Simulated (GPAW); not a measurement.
Runs of GPAW 26.7.0 on Si2Ni. The structure is cubic, space group Fm-3m (No. 225). Conventional cell: a = 5.406 Å, b = 5.406 Å, c = 5.406 Å, α = 90.00°, β = 90.00°, γ = 90.00°. Around Ni (site symmetry m-3m) lie 8 Si at 2.34 Å. Around Si (site symmetry -43m) lie 4 Ni at 2.34 Å. 

```csv
task,level,U,cell,band path,band points,ranks,pressure (GPa),moment (μB)
band structure,PBEsol+U,Ni d U = 8 eV,as given,"GXWKGLUWLK,UX",60,-,-3.2,0.00
band structure,PBEsol+U,Ni d U = 1 eV,as given,"GXWKGLUWLK,UX",60,-,0.0,0.00
band structure,PBEsol,-,as given,"GXWKGLUWLK,UX",60,-,0.4,0.00
band structure,PBEsol+U,Ni d U = 2 eV,as given,"GXWKGLUWLK,UX",60,-,-0.4,0.00
single point,PBEsol,-,"atoms moved at random, drawn with an rms of 0.05 Å",-,-,4,0.6,0.00
band structure,PBEsol+U,Ni d U = 4 eV,as given,"GXWKGLUWLK,UX",60,-,(a),0.00
band structure,PBEsol+U,Ni d U = 6 eV,as given,"GXWKGLUWLK,UX",60,-,-2.2,0.00
band structure,PBEsol+U,Ni d U = 3 eV,as given,"GXWKGLUWLK,UX",60,-,(b),0.00
```

Alike in all rows: potentials or basis PAW data sets generated in the run's folder for this functional, pw; spin collinear, ferromagnetic start; k mesh 9 × 9 × 9; cutoff (eV) 600; smearing fermi-dirac 0.05 eV.

Problem. Estimate the missing entries.

Solution. (a) -1.3; (b) -0.8.

Caveats: the stock nickel data set gives pressures a few GPa off other programs; the U is typed as a test and isn't derived for this compound (some runs).
